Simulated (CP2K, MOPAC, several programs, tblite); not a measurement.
Energy against volume for zincblende PbO, at fixed shape and fractional coordinates, computed by several methods (PBE and r2SCAN, where shown, with plane waves in Ansatz); the cell shown is that of r2SCAN. It is cubic, F-43m (No. 216); conventional cell a = 5.598 Å, 21.92 Å³ an atom. Around Pb lie 4 O at 2.42 Å; around O lie 4 Pb at 2.42 Å. (Calculated; spin-unpolarised; the phase may be known or hypothetical.) Energies count from each curve's lowest point; fits are third-order Birch-Murnaghan.

Space group F-43m (No. 216). a = 5.598 Å, b = 5.598 Å, c = 5.598 Å, α = 90.00°, β = 90.00°, γ = 90.00°
```tsv
atom	site	symmetry	x	y	z
Pb	4a	-43m	0.0000	0.0000	0.0000
O	4d	-43m	0.2500	0.2500	0.7500
```

GFN1-xTB (tblite), on the shape of the cell shown, as a cluster of 64 atoms at the zone centre:
```tsv
V (Å³/atom)	E (meV/atom)
19.292	115.51
20.608	26.51
21.923	0.00
23.239	19.32
24.554	63.87
```
The points scatter about a smooth fit, a numerical artefact, so no fit is quoted.

GFN2-xTB (tblite), on the shape of the cell shown, as a cluster of 64 atoms at the zone centre:
```
V (Å³/atom)  E (meV/atom)
     19.292        140.41
     20.608         54.22
     21.923          7.77
     23.239          0.00
     24.554         29.93
```
The fit gives a pressure derivative B′ of 0.3, outside the usual 2 to 7: a trait of the method or a rough curve, so no modulus is quoted.

PM7 (MOPAC), on the shape of the cell shown, as a cluster of 64 atoms at the zone centre:

| V (Å³/atom) | E (meV/atom) |
| --- | --- |
| 19.292 | 0.00 |
| 20.608 | 164.00 |
| 21.923 | 343.11 |
| 23.239 | 538.24 |
| 24.554 | 755.54 |

The lowest point is an end point, so the minimum isn't bracketed.

PBE/SZV (CP2K), on the shape of the cell shown:

| V (Å³/atom) | E (meV/atom) |
| --- | --- |
| 19.292 | 223.81 |
| 20.608 | 94.57 |
| 21.923 | 25.39 |
| 23.239 | 0.00 |
| 24.554 | 8.04 |

V₀ = 23.53 Å³ an atom and B₀ = 67 GPa.

PBE/DZVP (CP2K), on the shape of the cell shown:
```csv
V (Å³/atom),E (meV/atom)
19.292,159.07
20.608,60.49
21.923,11.88
23.239,0.00
24.554,16.34
```
V₀ = 23.07 Å³ an atom and B₀ = 61 GPa.
